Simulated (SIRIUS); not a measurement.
Runs of SIRIUS 7.12.0 on Mo. It takes space group Im-3m (No. 229, cubic). Conventional cell: a = 3.168 Å, b = 3.168 Å, c = 3.168 Å, α = 90.00°, β = 90.00°, γ = 90.00°. Around Mo (site symmetry m-3m) lie 8 Mo at 2.74 Å. 

```csv
task,level,potentials or basis,spin,fixed moment (μB),cell,cutoff (eV),smearing,muffin tin radii,basis cutoff (gk_cutoff),lmax of density and potential,valence relativity,local orbitals (radial functions),other keys,gap on the mesh (eV),V0 of scaled cells (Å³/atom),B0 (GPa)
equation of state,PBEsol,"all-electron FP-LAPW, apw+lo standard",off,-,as given,169,fermi-dirac 0.05 eV,Mo 2.5 bohr,3.52 1/bohr,8,iora,Mo 13,-,-,15.31,(a)
equation of state,RPBE,"all-electron FP-LAPW, apw+lo standard",off,-,as given,169,fermi-dirac 0.05 eV,Mo 2.5 bohr,3.52 1/bohr,8,iora,Mo 13,-,-,(b),251
single point,AM05,"all-electron FP-LAPW, apw+lo lean",off,-,cell squeezed,172,cold 0.05 eV,Mo 2.48 bohr,3.55 1/bohr,8,iora,Mo 8,-,none,-,-
single point,OPBE,"all-electron FP-LAPW, apw+lo rich",off,-,cell strained at random,168,cold 0.02 eV,Mo 2.51 bohr,3.51 1/bohr,8,iora,Mo 22,-,none,-,-
equation of state,LDA,"all-electron FP-LAPW, apw+lo standard",off,-,as given,169,fermi-dirac 0.05 eV,Mo 2.5 bohr,3.52 1/bohr,8,iora,Mo 13,-,-,15.05,295
```

Alike in all rows: k mesh 12 × 12 × 12.

Question: Fill in the values left out.

Answer: (a) 282; (b) 15.98.

Caveats: the basis is light, so values aren't converged (some runs).

A k mesh can miss the band edges, and the runs leave out spin-orbit coupling on Mo.

A gap of «none» marks a metal or a gap under the smearing width.
